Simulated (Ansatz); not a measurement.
Isolated molecules relaxed with PBE0-D4/def2-TZVP in Ansatz; ΔE leaves out vibrations. CCSD(T)/CBS adds triple-zeta CCSD(T) − MP2 to the extrapolated MP2 energy (def2 sets, frozen cores). Functionals use def2-TZVPP. For Ge outer-core shells are correlated without core-valence functions, which leaves a few kJ/mol of doubt a bond. Scalar relativity is left out up to krypton. One conformer a species, not always the lowest.

`CC(=O)[O][GeH3]` + `CC=N` → `C/C=[N]\[GeH3]` + `CC(=O)O`  (ligand exchange at a Ge–O bond)

```tsv
level	ΔE (kcal/mol)
PBE0	9.1
HF/def2-TZVPP	11.7
SCS-MP2/def2-TZVPP	10.6
HF/def2-QZVPP	11.9
```

**Question.** What does CCSD(T)/CBS give? (Estimate.)

**Answer.** Computed: +9.8 kcal/mol. The listed levels differ from it by -0.7, 1.9, 0.8, 2.1 kcal/mol.

Largest T1 diagnostic among the species: 0.015.

In def2-TZVPP, CCSD(T) changes the Hartree–Fock value by −1.2 kcal/mol (the triples alone add −0.1 kcal/mol) and MP2 by −1.8 kcal/mol.

CCSD(T)/CBS has its own doubt, a few kJ/mol and more with outer-core shells, so smaller differences from it don't rank the levels.
